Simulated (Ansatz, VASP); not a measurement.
**One calculation of SiC2, two programs**

The input INCAR:

```
PREC = Accurate ; ENCUT = 520
EDIFF = 1E-6 ; ISMEAR = 0
SIGMA = 0.1 ; LREAL = False
LASPH = True ; NELM = 150
ALGO = Normal ; ISIF = 2
LWAVE = False ; LCHARG = True
ISPIN = 2 ; MAGMOM = 0 0 1 1 1 1
LORBIT = 11 ; GGA = PE
LELF = True ; LVHAR = True
NBANDS = 25
```

File KPOINTS:

```
regular mesh
0
Gamma
  6 6 2
```

File POSCAR:

```
SiC2
1.0
    2.6876933300      0.0000000000      0.0000000000
   -1.3438466600      2.3276107000      0.0000000000
    0.0000000000      0.0000000000     13.0514391000
Si C
2 4
Direct
    0.3333333300      0.6666666700      0.2500000000
    0.6666666700      0.3333333300      0.7500000000
    0.3333333300      0.6666666700      0.9166666700
    0.3333333300      0.6666666700      0.5833333300
    0.6666666700      0.3333333300      0.0833333300
    0.6666666700      0.3333333300      0.4166666700
```

Input for Ansatz:

```yaml
crystal:
  lattice:
    - [2.68769333, 0.0, 0.0]
    - [-1.34384666, 2.3276107, 0.0]
    - [0.0, 0.0, 13.0514391]
  atoms:
    - { symbol: Si, position: [0.33333333, 0.66666667, 0.25] }
    - { symbol: Si, position: [0.66666667, 0.33333333, 0.75] }
    - { symbol: C, position: [0.33333333, 0.66666667, 0.91666667], spin: 1.0 }
    - { symbol: C, position: [0.33333333, 0.66666667, 0.58333333], spin: 1.0 }
    - { symbol: C, position: [0.66666667, 0.33333333, 0.08333333], spin: 1.0 }
    - { symbol: C, position: [0.66666667, 0.33333333, 0.41666667], spin: 1.0 }
basis:
  ecutwfc: 420
kpoints:
  mp_grid: { grid: [6, 6, 2] }
hamiltonian:
  xc: pbe
scf:
  occupations: { method: gaussian, width: 0.1 }
  lower_state_search: "off"
output:
  forces: true
  stress: true
  eigenvalues: true
  populations: true
magnetization:
  spin_polarized: true
```

Alike in both runs: task single point; functional PBE; k mesh 6 × 6 × 2; occupations gaussian, width 0.1 eV; collinear spin.

|  | VASP | Ansatz |
| --- | --- | --- |
| version | VASP 6.6.1 | Ansatz 0.2.0 |
| potentials or method | VASP PAW PBE potentials, release 64 (Si, C) | scalar-relativistic, plane waves, PAW |
| plane-wave cutoff (eV) | 520 | 420 |
| valence electrons in the cell | 24 | 24 |

|  | VASP | Ansatz | Ansatz less VASP |
| --- | --- | --- | --- |
| gap on the k mesh at the Fermi level (eV) | none | none | - |
| pressure (GPa) | -21.9 | -21.9 | -0.01 |
| largest component of the traceless stress (GPa) | 10.47 | 10.48 | +0.009 |
| rms of the force components (eV/Å) | 0.056 | 0.056 | +0.0002 |
| net moment per atom (μB) | 0.00 | 0.00 | -0.001 |

Atom by atom the forces differ by 0.000 eV/Å (rms over components). A gap of «none» marks a metal or a gap that the smearing closes. Ansatz warned: «seeded_moment_not_kept».

Caveats: the k mesh is coarse (spacing up to 0.45 Å⁻¹), so the values aren't converged; so large a pressure means that the cell lies far from this level's equilibrium, or that cutoff or potentials fall short (VASP).
